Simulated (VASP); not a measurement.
BeTe, 2 atoms in the cell. The structure is cubic, space group F-43m (No. 216). Conventional cell: a = 5.540 Å, b = 5.540 Å, c = 5.540 Å, α = 90.00°, β = 90.00°, γ = 90.00°. Around Be (site symmetry -43m) lie 4 Te at 2.40 Å. Around Te (site symmetry -43m) lie 4 Be at 2.40 Å. 

* Program: VASP 6.6.1
* Task: single point
* Functional: PBEsol
* Potentials or basis: VASP PAW PBE potentials, release 64 (Be, Te)
* Cutoff: 520 eV
* k mesh: 6 × 6 × 6
* Occupations: gaussian, width 0.1 eV
* Spin: no spin polarisation
* Dipole correction: no
* Further INCAR settings: ALGO = Normal; EDIFF = 1e-06; NBANDS = 11

Potentials or basis: VASP PAW PBE potentials, release 64 (Be, Te).

The run is started by

```bash
$ cat potpaw_PBE.64/Be/POTCAR potpaw_PBE.64/Te/POTCAR > POTCAR
$ mpirun -np 1 vasp_std > vasp.out
```

Hardware: 1 thread of Intel(R) Xeon(R) Platinum 8488C (Sapphire Rapids) (shared host).

Task: Estimate the wall time of this run.

Result: Wall time 7.9 s on 1 thread of Intel(R) Xeon(R) Platinum 8488C (Sapphire Rapids) (shared host), peak memory 0.16 GiB. Counts: scf iterations 11, k points 16.
